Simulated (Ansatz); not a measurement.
A (001) slab of SrTiO3 (I4/mcm (No. 140)), 6 planes, outer planes TiO2 (top) and SrO (bottom), with 30 atoms (Sr6Ti6O18) in a surface cell of A = 30.108 Å², as cut from the bulk:

```xyz
30
Lattice="5.4871 0.0000 0.0000 0.0000 5.4871 0.0000 0.0000 0.0000 24.7608" Properties=species:S:1:pos:R:3 pbc="T T T"
Sr    2.7435    0.0000    7.5000
Sr    0.0000    2.7435    7.5000
O     0.0000    0.0000    7.5000
O     2.7435    2.7435    7.5000
Ti    2.7435    2.7435    9.4522
Ti    0.0000    0.0000    9.4522
O     4.2505    3.9801    9.4522
O     1.5070    4.2505    9.4522
O     1.2365    1.5070    9.4522
O     3.9801    1.2365    9.4522
Sr    0.0000    2.7435   11.4043
Sr    2.7435    0.0000   11.4043
O     2.7435    2.7435   11.4043
O     0.0000    0.0000   11.4043
Ti    0.0000    0.0000   13.3565
Ti    2.7435    2.7435   13.3565
O     1.5070    1.2365   13.3565
O     4.2505    1.5070   13.3565
O     3.9801    4.2505   13.3565
O     1.2365    3.9801   13.3565
Sr    2.7435    0.0000   15.3086
Sr    0.0000    2.7435   15.3086
O     0.0000    0.0000   15.3086
O     2.7435    2.7435   15.3086
Ti    2.7435    2.7435   17.2608
Ti    0.0000    0.0000   17.2608
O     4.2505    3.9801   17.2608
O     1.5070    4.2505   17.2608
O     1.2365    1.5070   17.2608
O     3.9801    1.2365   17.2608
```

Theory: DFT PBEsol, scalar-relativistic, plane waves, PAW in Ansatz 0.2.0. Plane waves to 420 eV, a k mesh through Γ of 5×5×1 on the computed 30-atom cell and Gaussian smearing (0.05 eV); no spin polarisation. A dipole correction removes the field between periodic images along c.

Against the same 30 atoms in the bulk, the slab as cut lies 5.116 eV higher and the relaxed slab 4.327 eV higher.

Task: Work out the surface energy before and after relaxation.

Result: The slab has two faces, so γ = (E_slab − N·E_bulk)/(2A), the mean of both. As cut: 5.116/(2 × 30.108) = 0.0850 eV/Å², and 1 eV/Å² = 16.02 J/m², so γ = 1.36 J/m². Relaxed: 4.327/(2 × 30.108) = 0.0719 eV/Å² = 1.15 J/m². Relaxation recovers 15 % of the cost of cutting.

Task: What is the ideal work of this cut, per area?

Result: Griffith's ideal work is 2γ: 2.72 J/m² if the new faces stay rigid, 2.30 J/m² if they relax. One thickness was run, 6 planes, so γ can still shift with it.